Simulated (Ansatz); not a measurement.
## Al$_{2}$Cu: how the energy converges with the cutoff

Al$_{2}$Cu, P4/mmm, a = 4.105 Å, c = 2.891 Å. The structure is a Materials Project entry; whether it is the stable form wasn't checked. Ansatz: PBE, PAW, cutoff varied, Γ-centred 10×10×14 mesh on 3 atoms, Gaussian smearing 0.10 eV; no spin polarisation. Single points at one geometry, the cutoff alone changed; ΔE is the energy at zero smearing over the run at 850 eV (runs within 0.3 meV/atom of it are left out). The runs up to 380 eV lie under the cutoff recommended for these PAW datasets.

| cutoff (eV) | ΔE (meV/atom) |
| --- | --- |
| 150 | 29605.92 |
| 200 | 5335.20 |
| 250 | 928.04 |
| 300 | 119.85 |
| 350 | ? |
| 380 | 3.48 |
| 420 | 1.35 |
| 460 | 0.72 |

Assume ΔE falls exponentially with the cutoff, fit y = ln ΔE against x, the cutoff in eV, to the other rows, and predict the missing value.

y = 10.296, 8.582, 6.833, 4.786, 1.247, 0.300, -0.329. Means x = 308.6, y = 4.5307; Σ(Δx)² = 80886, ΣΔxΔy = -2933; the slope is their ratio. y = 15.72 − 0.03626 x, a factor of ten per 64 eV. At 350 eV this gives ΔE = 20.68 meV/atom. The run gave 10.94, a ratio of 1.89. Between neighbouring rows the decay runs from a factor of ten per 48 eV to one per 147 eV, so one exponential is only a rough guide. The fast fall gives way to a slow tail.